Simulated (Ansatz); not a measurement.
MnO2:

```
CELL_PARAMETERS angstrom
2.90416 0.00000 0.00000
0.00000 3.84481 0.00000
0.00000 0.00000 6.16426
ATOMIC_POSITIONS crystal
Mn 0.50000 0.50000 0.34330
Mn 0.00000 0.00000 0.65670
O 0.50000 0.00000 0.83757
O 0.00000 0.50000 0.16243
O 0.50000 0.00000 0.42180
O 0.00000 0.50000 0.57820
```

Measurements of this composition are mostly on another form, of space group No. 136.

Alike in all runs: program Ansatz 0.2.0; functional PBE; potentials or basis Ansatz PAW; cutoff 420 eV (not typed: the program's choice for these potentials); k mesh 8 × 6 × 4; occupations fermi-dirac, width 0.05 eV.

Starts and where they ended:

```tsv
start	free energy over the lowest (meV/atom)	net moment (μB)	site or absolute moments (μB)	gap
collinear spin, ferromagnetic start of up to 2 μB; fixed moment 4	123.0	4.00	Mn +1.69; O -0.01, -0.00	-
collinear spin, ferromagnetic start of up to 6 μB; fixed moment 12	1678.8	12.00	Mn +3.41; O +0.89, +0.69	-
collinear spin, ferromagnetic start of up to 1 μB; fixed moment 2	197.4	2.00	Mn +0.87; O -0.02, -0.00	-
collinear spin, ferromagnetic start of up to 8 μB; fixed moment 16	4226.0	16.00	Mn +3.75; O +1.41, +1.15	-
collinear spin, program default start; fixed moment 0	286.8	0.00	-	-
collinear spin, ferromagnetic start of up to 3 μB; fixed moment 6	0.0	6.00	Mn +2.41; O +0.12, +0.00	-
collinear spin, ferromagnetic start of up to 4 μB; fixed moment 8	378.3	8.00	Mn +2.75; O +0.43, +0.18	-
collinear spin, ferromagnetic start of up to 5 μB; fixed moment 10	952.5	10.00	Mn +3.09; O +0.68, +0.40	-
```

All polarised runs hold their moment fixed, so the table maps the energy against it. A still lower state may exist.

Caveats: the total moment is fixed, so each spin has its own Fermi level; forces of over 1 eV/Å show positions far from the minimum, so gaps and moduli don't describe the material at rest (some runs).
